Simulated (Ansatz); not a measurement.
# Bi2Te3 (Tellurobismuthite) (R-3m) in Ansatz: a series of runs

One crystal, Bi2Te3 (Tellurobismuthite), is run at these levels: LDA, PBE, PBEsol, RPBE, revPBE; tasks: band structure.

All numbers are computed with Ansatz 0.2.0; they aren't measurements. Logs are shortened: lines on timing, memory, paths and dates and some standing lists are left out, and cuts for length are marked.

**Measured values to compare with.**

From “Vacancy and Antisite-Induced Ferromagnetism in Liquid-Phase Exfoliated Bi2Te3”, 2024, arxiv:2412.10539, for a bulk crystal of Bi2Te3: band gap 0.17 eV.

The runs below are set against these values where they give the same quantity.

## Step 1: The crystal as given

Symmetry: R-3m, No. 166, trigonal system. Conventional cell: a = 4.386 Å, b = 4.386 Å, c = 30.497 Å, α = 90.00°, β = 90.00°, γ = 120.00°. Bi (site symmetry 3m) is surrounded by 6 Te at 3.07 to 3.25 Å. Te (site symmetry 3m) is surrounded by 3 Bi at 3.07 Å. Around Te (site symmetry -3m) lie 6 Bi at 3.25 Å.

## Step 2: Band structure, LDA

File input.yaml:

```yaml
crystal:
  lattice:
    - [2.193, 1.2661291403, 10.1656666667]
    - [-2.193, 1.2661291403, 10.1656666667]
    - [0.0, -2.5322582807, 10.1656666667]
  atoms:
    - { symbol: Bi, position: [0.6, 0.6, 0.6] }
    - { symbol: Bi, position: [0.4, 0.4, 0.4] }
    - { symbol: Te, position: [0.7905, 0.7905, 0.7905] }
    - { symbol: Te, position: [0.2095, 0.2095, 0.2095] }
    - { symbol: Te, position: [0.0, 0.0, 0.0] }
hamiltonian:
  xc: lda
  pseudopotentials: { kind: paw }
kpoints:
  mp_grid: { grid: [7, 7, 7] }
  band_path:
    path:
      - [[0.0, 0.0, 0.0], [0.5, 0.0, 0.0], [0.5, 0.1770083925, -0.1770083925]]
      - [[0.8229916075, 0.5, 0.1770083925], [0.5, 0.5, 0.5], [0.0, 0.0, 0.0], [0.3385041962, 0.0, -0.3385041962]]
      - [[0.6614958038, 0.3385041962, 0.0], [0.5, 0.5, 0.0], [0.6614958038, 0.6614958038, 0.1770083925], [0.5, 0.5, 0.5]]
      - [[0.5, 0.0, 0.0], [0.8229916075, 0.3385041962, 0.3385041962]]
    npoints: 14
scf:
  occupations: { method: fermi_dirac, width: 0.05 }
  n_extra_bands: 12
output:
  forces: true
  stress: true
  eigenvalues: true
  fatbands: true
```

Potentials or basis: Ansatz PAW.

Launch:

```console
$ ansatz run input.yaml --threads 2 --pin off --max-ram 5632MiB --backend cpu --events-out ev --progress --plain --runs-dir out
```

Output:

```text
Warning: RAYON_NUM_THREADS=2 ignored (pool sized by the plan → 2); use --threads N
basis.fft_grid_basis auto: the FFT boxes are laid along the combinations [[1, 0, -1], [0, 1, -1], [0, 0, 1]] of the cell's own vectors, 4.386, 4.386 and 10.476 Å long. The dense box has 30×30×72 points. Along the cell's own vectors, as sized, it would have 72×72×72, 5.76 times as many. Of the 12 symmetry operations that the crystal satisfies within crystal.symmetry.tolerance (time reversal apart; of a slab, those that keep its plane) the dense box along the cell's own vectors carries 12, and the one as laid loses 8 of those. basis.fft_grid_basis: typed keeps the cell's own vectors: state it where this run's energies or levels are differenced outside the engine with another run's, or held beside a run that keeps those vectors.
scf.n_extra_bands = 12 over 39 filled bands (N_el = 78.0): the run solves 51 bands
Engine: ansatz 0.2.0, x86_64-unknown-linux-gnu
Pseudopotentials: kind: paw
Pseudopotential: Bi, paw, valence charge 15, recommended cutoff 420 eV (normal), Bi.paw.azcp
Pseudopotential: Te, paw, valence charge 16, recommended cutoff 420 eV (normal), Te.paw.azcp
Functional definition: SPW92
  exchange = slater_x
  correlation = pw_c
Crystal: 5 atoms, lattice volume = 169.357 Å³
Basis set: ecut = 420 eV, 3345 PW (Γ), FFT grids on a1−a3, a2−a3, a3
Bands: 51, of which v1, the nominal top of the filled ones, is band 39 counted from 1 (38 counted from 0)
Symmetry: 12 space group operations
Space group: R-3m (ITA 166), of the structure as read, at distance tolerance 5.5e-5 Å
k-points: 44 of 343
Non-local potential: Bi, projectors of the file, l = 0: 2, l = 1: 2, l = 2: 2, l = 3: 2
Non-local potential: Te, projectors of the file, l = 0: 2, l = 1: 2, l = 2: 2, l = 3: 2
PAW form: soft (Blöchl's): semilocal exchange-correlation on the pseudo side does not see the compensation charge
PAW frozen core: Bi, regenerated for the run's functional, and the local potential with it (the file was generated under x = pbe(κ = 0.804, μ = 0.2195149727645171), c = pbe(β = 0.06672455060314922))
PAW frozen core: Te, regenerated for the run's functional, and the local potential with it (the file was generated under x = pbe(κ = 0.804, μ = 0.2195149727645171), c = pbe(β = 0.06672455060314922))
PAW one-centre angular grid: Bi, 590 points (default); XC on 64 Gauss nodes
PAW one-centre angular grid: Te, 590 points (default); XC on 64 Gauss nodes
Initial density: superposition of atomic densities (neutral atoms: chi_scale 0, normalization atom), corrected by the library's trained network
Initial wavefunctions: pseudopotential atomic-orbital guess
Functional: x = slater, c = lda
SCF iter   1: F=—  HF=-44654.369010 eV  |F-HF|=—  |Δ(HF+E_count)|=         —  Δρ=3.99e-3  dr2=1.84e-2  ethr=1.77e-3  ⟨swp⟩=9.1  Hψ=10635  notcnv=0  defer=55
preconditioner: auto → Resta (q_TF=auto, 2.398 Å⁻¹)  ε∞=3.4  [insulator: Δε(μ)=0.194 eV  Ē_g=9.813 eV  σ=0.050 eV  W_gap=0.75  n_scr=42 (ndim 8)  ℏωp=15.1 eV  f_vac=0.015  D(μ)=0.03/eV (n_scr^D=0)  ε∞_Penn≈3.4]
SCF iter   2: F=—  HF=-44654.360962 eV  |F-HF|=—  |Δ(HF+E_count)|=   8.05e-3  Δρ=2.17e-3  dr2=4.73e-3  ethr=2.36e-5  ⟨swp⟩=2.1  Hψ=3764  notcnv=0  defer=123
SCF iter   3: F=—  HF=-44654.360330 eV  |F-HF|=—  |Δ(HF+E_count)|=   6.33e-4  Δρ=7.55e-4  dr2=4.12e-3  ethr=6.06e-6  ⟨swp⟩=2.5  Hψ=3632  notcnv=0  defer=123
SCF iter   4: F=—  HF=-44654.359874 eV  |F-HF|=—  |Δ(HF+E_count)|=   4.56e-4  Δρ=2.17e-4  dr2=1.36e-4  ethr=5.28e-6  ⟨swp⟩=1.1  Hψ=2097  notcnv=0  defer=123
SCF iter   5: F=—  HF=-44654.359845 eV  |F-HF|=—  |Δ(HF+E_count)|=   2.86e-5  Δρ=6.37e-5  dr2=7.63e-6  ethr=1.74e-7  ⟨swp⟩=2.3  Hψ=3400  notcnv=0  defer=123
SCF iter   6: F=—  HF=-44654.359867 eV  |F-HF|=—  |Δ(HF+E_count)|=   2.20e-5  Δρ=1.43e-5  dr2=3.45e-7  ethr=9.78e-9  ⟨swp⟩=2.2  Hψ=3153  notcnv=0  defer=123
SCF iter   7: F=-44654.359867 eV  HF=-44654.359867 eV  |F-HF|=2.23e-8  |Δ(HF+E_count)|=   6.45e-8  Δρ=4.20e-6  dr2=3.59e-8  ethr=1.28e-10  ⟨swp⟩=12.9  Hψ=11962  notcnv=0
SCF 1 converged in 7 iterations: F = -44654.359867 eV  dr2 = 3.59e-8
NSCF: frozen V_eff on 130 k-points
SCF converged after 7 iterations
Free energy (F): -44654.359867 eV
Harris-Foulkes:  -44654.359867 eV  (|F-HF|=2.23e-8)
Internal energy: -44654.359593 eV  (E = F + TS)
E sigma→0 (E₀):  -44654.359730 eV
Entropy (-TS):   -0.000275 eV (-0.055 meV/atom)
Fermi energy:    9.082005 eV
--- Per-component energies (eV) ---
  E_band       = -1011.679690
  E_kinetic    = 1149.488196
  E_local      = -6895.208557  (includes V_loc(G=0)·N_el)
  E_nonlocal   = 215.379662
  E_hartree    = 3424.409426
  E_xc         = -673.468682
  E_vxc        = -604.800629  (∫ρ·V_xc dr)
  E_paw        = -34234.960499  (= ΣΔE_a)
  E_vpaw       = -1725.346680  (= ΣTr[D̂ρ^β])
  E_aug_tail   = -0.001682  (compensation charges beyond the density's cutoff)
  E_ewald      = -7642.023672
  E_core_change = 2.026214  (= ΣΔE_core)
  E_smearing   = -0.000275  (= −TS)
  E_closure    = -0.000000  (closes the sum)
  Σ components = -44654.359867   (vs F -44654.359867, Δ=0.00e0)
--- Forces (eV/Å), atoms counted from 1 ---
  atom   1  Bi     0.00000000     0.00000000    -0.07698638
  atom   2  Bi     0.00000000    -0.00000000     0.07698638
  atom   3  Te     0.00000000     0.00000000    -0.18692971
  atom   4  Te     0.00000000    -0.00000000     0.18692971
  atom   5  Te     0.00000000     0.00000000    -0.00000000
  max |Σ_I F_I| component: 1.16e-18 eV/Å
--- Stress (GPa, compression-positive) ---
       -1.608704       0.000000      -0.000000
        0.000000      -1.608704       0.000000
       -0.000000       0.000000      -2.081783
  P = ⅓ Tr σ = -1.7664 GPa (-17.664 kbar)
--- Band table (eV; the first three rows and the last of 44) ---
  k-point 0: bands = ["-27.6288", "-27.6288", "-27.6233", "-27.6214", "-27.6205", "-27.6205", "-27.6199", "-27.6199", "-27.6179", "-27.6179", "-27.4588", "-27.4534", "-27.4534", "-27.4230", "-27.4230", "-14.0820", "-14.0820", "-14.0801", "-14.0801", "-14.0691", "-14.0678", "-14.0660", "-14.0660", "-14.0645", "-14.0645", "-4.4040", "-3.6838", "-2.4839", "-0.0353", "0.4163", "6.6407", "6.8868", "7.2629", "7.2629", "7.2941", "7.2941", "8.1486", "8.1486", "8.9743", "9.1835", "9.6079", "9.6079", "10.9112", "11.0565", "11.0565", "13.8256", "14.2892", "14.9855", "14.9855", "15.2980", "15.3382"]
  k-point 1: bands = ["-27.6288", "-27.6286", "-27.6230", "-27.6219", "-27.6205", "-27.6204", "-27.6197", "-27.6196", "-27.6179", "-27.6178", "-27.4586", "-27.4535", "-27.4535", "-27.4229", "-27.4227", "-14.0839", "-14.0818", "-14.0803", "-14.0784", "-14.0681", "-14.0669", "-14.0662", "-14.0654", "-14.0649", "-14.0638", "-4.2263", "-3.5345", "-2.3598", "-0.1967", "0.2646", "5.8524", "5.9625", "6.6637", "6.6689", "7.3554", "7.6362", "7.8919", "7.9868", "8.3323", "10.1871", "10.2616", "10.3493", "10.8457", "10.9440", "11.5477", "13.2923", "13.9432", "15.0644", "15.1210", "15.6367", "15.8866"]
  k-point 2: bands = ["-27.6288", "-27.6281", "-27.6231", "-27.6223", "-27.6205", "-27.6203", "-27.6194", "-27.6190", "-27.6179", "-27.6177", "-27.4584", "-27.4537", "-27.4535", "-27.4229", "-27.4222", "-14.0888", "-14.0862", "-14.0778", "-14.0755", "-14.0698", "-14.0677", "-14.0634", "-14.0628", "-14.0616", "-14.0615", "-3.7084", "-3.1314", "-2.0334", "-0.7858", "-0.1658", "4.7269", "5.3568", "5.6523", "6.1493", "6.6075", "6.7064", "7.9569", "8.0556", "8.3185", "9.9089", "10.3317", "10.4819", "11.5934", "11.7403", "12.5616", "12.9874", "14.4481", "14.7715", "15.9526", "16.2318", "16.4305"]
  k-point 43: bands = ["-27.6288", "-27.6286", "-27.6230", "-27.6219", "-27.6205", "-27.6204", "-27.6197", "-27.6196", "-27.6179", "-27.6178", "-27.4586", "-27.4535", "-27.4535", "-27.4229", "-27.4227", "-14.0839", "-14.0818", "-14.0803", "-14.0784", "-14.0681", "-14.0669", "-14.0662", "-14.0654", "-14.0649", "-14.0638", "-4.0865", "-3.8264", "-1.9107", "-0.8932", "0.6865", "5.7121", "6.2351", "6.7608", "6.8241", "6.9913", "7.1823", "7.9015", "8.2506", "8.7553", "9.5405", "9.9031", "10.4970", "11.1715", "11.2667", "11.6164", "13.6251", "14.1840", "14.3740", "15.0515", "15.0684", "16.0250"]
```

It took 10 s on 2 threads of AMD EPYC 9R45 (Zen 5), shared host; peak memory 0.82 GiB.

What came out:

```yaml
Free_energy: -44654.3599 eV
Pressure: -1.8 GPa
Largest_force: 0.187 eV/Å
Band_gap_on_the_k_mesh: 0.21 eV, direct
Band_gap_along_the_path: 0.21 eV, direct
```

Forces in eV/Å, atoms in the order of the input:
```
Bi   0.000  0.000 -0.077
Bi   0.000  0.000  0.077
Te   0.000  0.000 -0.187
Te   0.000  0.000  0.187
Te   0.000  0.000  0.000
```

Stress tensor (GPa, compression positive):
```
-1.61  0.00  0.00
 0.00 -1.61  0.00
 0.00  0.00 -2.08
```

Levels at the corners of the path, in eV from the valence-band top:
| point | band 37 | band 38 | band 39 | band 40 | band 41 | band 42 |
| --- | --- | --- | --- | --- | --- | --- |
| Γ | -0.83 | -0.83 | 0.00 | 0.21 | 0.63 | 0.63 |
| L | -2.40 | -0.88 | -0.49 | 0.52 | 1.04 | 2.72 |
| B1 | -1.93 | -0.95 | -0.76 | 1.16 | 1.42 | 2.49 |
| B | -1.93 | -0.95 | -0.76 | 1.16 | 1.42 | 2.49 |
| Z | -1.12 | -1.12 | -0.48 | 0.81 | 1.12 | 1.12 |
| Γ | -0.83 | -0.83 | 0.00 | 0.21 | 0.63 | 0.63 |
| X | -1.61 | -1.37 | -0.63 | 1.04 | 1.98 | 2.03 |
| Q | -1.61 | -1.37 | -0.63 | 1.04 | 1.98 | 2.03 |
| F | -1.83 | -1.52 | -0.94 | 0.82 | 1.50 | 2.04 |
| P1 | -1.33 | -1.33 | -1.21 | 1.14 | 1.28 | 1.67 |
| Z | -1.12 | -1.12 | -0.48 | 0.81 | 1.12 | 1.12 |
| L | -2.40 | -0.88 | -0.49 | 0.52 | 1.04 | 2.72 |
| P | -1.33 | -1.33 | -1.21 | 1.14 | 1.28 | 1.67 |

Caveat: spin-orbit coupling is left out, which as a rule narrows the gap of such compounds by several tenths of an eV; the PAW data sets come from PBE, with cores solved anew for the run's functional, which leaves a small shift of forces and pressure.

(Part 1 of 2 ends here.)
